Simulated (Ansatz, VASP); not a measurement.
**Two plane-wave programs on Al3Au**

Contents of INCAR:

```
SYSTEM = Al3Au
PREC = Accurate
ENCUT = 520
EDIFF = 1E-6
ISMEAR = -1
SIGMA = 0.05
LREAL = .FALSE.
LASPH = .TRUE.
NELM = 80
ALGO = Normal
ISIF = 2
LWAVE = .FALSE.
LCHARG = .FALSE.
GGA = CA
NBANDS = 18
```

KPOINTS

```
Automatic mesh
0
G
  5 5 5
  0 0 0
```

Contents of POSCAR:

```
Al3Au
1.0
   -2.0253330000      2.0253330000      4.0566000000
    2.0253330000     -2.0253330000      4.0566000000
    2.0253330000      2.0253330000     -4.0566000000
Au Al
1 3
Direct
    0.0000000000      0.0000000000      0.0000000000
    0.5000000000      0.5000000000      0.0000000000
    0.2500000000      0.7500000000      0.5000000000
    0.7500000000      0.2500000000      0.5000000000
```

File input.yaml:

```yaml
crystal:
  lattice:
    - [-2.025333, 2.025333, 4.0566]
    - [2.025333, -2.025333, 4.0566]
    - [2.025333, 2.025333, -4.0566]
  atoms:
    - { symbol: Au, position: [0.0, 0.0, 0.0] }
    - { symbol: Al, position: [0.5, 0.5, 0.0] }
    - { symbol: Al, position: [0.25, 0.75, 0.5] }
    - { symbol: Al, position: [0.75, 0.25, 0.5] }
hamiltonian:
  xc: lda
  pseudopotentials: { kind: paw }
kpoints:
  mp_grid: { grid: [5, 5, 5] }
  band_path:
    path:
      - [[0.0, 0.0, 0.0], [0.0, 0.0, 0.5], [-0.1246345671, 0.1246345671, 0.5], [-0.3123172836, 0.3123172836, 0.3123172836], [0.0, 0.0, 0.0], [0.5, 0.5, -0.5], [0.3123172836, 0.6876827164, -0.3123172836], [0.0, 0.5, 0.0], [0.25, 0.25, 0.25], [0.5, 0.5, -0.1246345671], [0.5, 0.5, -0.5]]
      - [[0.0, 0.0, 0.5], [0.25, 0.25, 0.25]]
    npoints: 14
scf:
  occupations: { method: fermi_dirac, width: 0.05 }
  n_extra_bands: 10
output:
  forces: true
  stress: true
  eigenvalues: true
  fatbands: true
```

The cell comes from a database or a generator and needn't be the stable form of this composition.

Alike in both runs: functional LDA; k mesh 5 × 5 × 5; occupations fermi-dirac, width 0.05 eV; no spin polarisation.

```csv
,VASP,Ansatz
version,VASP 6.6.1,Ansatz 0.2.0
potentials or method,"VASP PAW LDA potentials, release 64 (Au, Al)",Ansatz PAW
plane-wave cutoff (eV),520,420
valence electrons in the cell,20,28
task,single point,band structure
```

|  | VASP | Ansatz | Ansatz less VASP |
| --- | --- | --- | --- |
| gap on the k mesh at the Fermi level (eV) | none | none | - |
| pressure (GPa) | -4.9 | -5.1 | -0.15 |
| largest component of the traceless stress (GPa) | 0.39 | 0.39 | -0.002 |

A gap of «none» marks a metal or a gap that the smearing closes. The two sets of potentials don't hold the same shells in valence.

Caveats: the k mesh is coarse (spacing up to 0.44 Å⁻¹), so the values aren't converged; spin-orbit coupling is left out, which moves the levels of the heavy elements (Ansatz); the PAW data sets come from PBE, with cores solved anew for the run's functional, which leaves a small shift of forces and pressure (Ansatz). Spin-orbit coupling is left out, which matters for the levels of Au.
